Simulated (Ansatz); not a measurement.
Orbital-resolved density of states of Cl

```xyz
2
Lattice="0.0000 3.2358 3.2358 3.2358 0.0000 3.2358 3.2358 3.2358 0.0000" Properties=species:S:1:pos:R:3 pbc="T T T"
Cl    0.0000    0.0000    0.0000
Cl    1.6179    1.6179    1.6179
```

Atom numbers follow the list: Cl1, Cl2.

The cell was built from the diamond type and relaxed in the same program, and has space group Fd-3m; it needn't be a known or the stable phase.

The calculation used DFT, PBE, all-electron LAPW, scalar-relativistic in Ansatz 0.2.0.

Numerical set-up: a Γ-centred 14×14×14 k mesh, Fermi–Dirac smearing of 0.08 eV, basis error target 1 meV/atom, no spin polarisation.

States per eV for one atom of each kind, in 0.4 eV bins named by their centres, from the Fermi level, projected on a minimal set of Löwdin-orthogonalised atomic shells; orbitals are real harmonics on the Cartesian axes, equal curves share a column, and empty bins are left out, as is all above 7.9 eV, near the top of the computed bands.

Cl1 3p:

```
# E all pz=px=py
-13.9 0.01 0.00
-13.5 0.03 0.01
-13.1 0.01 0.00
-3.5 2.65 0.88
-3.1 2.09 0.70
-2.7 0.99 0.33
-2.3 1.03 0.34
-1.9 0.66 0.22
-1.5 0.44 0.15
-1.1 1.02 0.34
-0.7 1.22 0.41
-0.3 1.57 0.52
0.1 3.11 1.04
0.5 0.07 0.02
```

Cl1 3s:

```
# E all
-13.9 0.53
-13.5 1.29
-13.1 0.63
-12.7 0.12
-2.7 0.01
-2.3 0.02
-1.9 0.02
-1.5 0.01
-1.1 0.02
-0.7 0.01
```
